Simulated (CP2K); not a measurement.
**BaTiO3 (Barioperovskite) under changes of volume**

One of the cells (12.867 Å³/atom); the others are scaled copies at fixed shape and fractional positions:

```xyz
5
Lattice="3.9855 0.0000 0.0000 0.0000 4.0178 0.0000 0.0000 0.0117 4.0178" Properties=species:S:1:pos:R:3 pbc="T T T"
Ba    0.0000    0.0000    0.0000
Ti    1.9928    2.0647    2.0587
O     1.9928    3.9909    2.0300
O     1.9928    2.0415    3.9850
O     0.0000    1.9640    1.9583
```

```yaml
Program: CP2K 2026.2
Functional: PBEsol
Potentials_or_basis: POTENTIAL_UZH Ba GTH-PBE-q10, Ti GTH-PBE-q12, O GTH-PBE-q6; TZVP-MOLOPT-PBE-GTH basis
Density_cutoff: 8163 eV
k_mesh: 7 × 7 × 7
Occupations: fermi-dirac, width 0.05 eV
Spin: no spin polarisation
```

| volume (Å³/atom) | energy over the lowest point (meV/atom) | pressure (GPa) | gap on the mesh (eV) |
| --- | --- | --- | --- |
| 12.095 | 19.05 | 10.3 | 2.22 |
| 12.353 | ? | ? | ? |
| 12.610 | 0.07 | 1.9 | 2.12 |
| 12.867 | 0.00 | -1.7 | 2.07 |
| 13.125 | 5.34 | -4.9 | 2.02 |
| 13.382 | 15.51 | -7.7 | 1.97 |
| 13.639 | 29.90 | -10.3 | 1.92 |

Problem. What does the run at 12.353 Å³/atom give?

Solution. Energy over the lowest point 6.18 meV/atom; pressure 5.8 GPa; gap on the mesh 2.17 eV.

Worked out: A Birch-Murnaghan fit of order 3 (a polynomial in V^(-2/3)) to the other rows has its minimum at 12.74 Å³/atom with B0 = V·E''(V) = 176 GPa and B' = 4.7 at fixed shape and positions, which overstates the stiffness. It gives 6.15 meV/atom at 12.353 Å³/atom, against the run's 6.18, and -dE/dV = 5.8 GPa, against 5.8. A straight line through the other rows of the gap, of slope -2.5 eV per unit of ln V, gives 2.17 eV, against the run's 2.17.

Energies are extrapolated to zero smearing.

Caveats: the potentials were made for another functional, which shifts forces and pressure; spin-orbit coupling is left out, which moves the levels of the heavy elements; an odd mesh through Γ misses points on the zone boundary, where band edges often lie; the basis of atomic orbitals isn't converged, which shifts pressures, moduli and gaps.
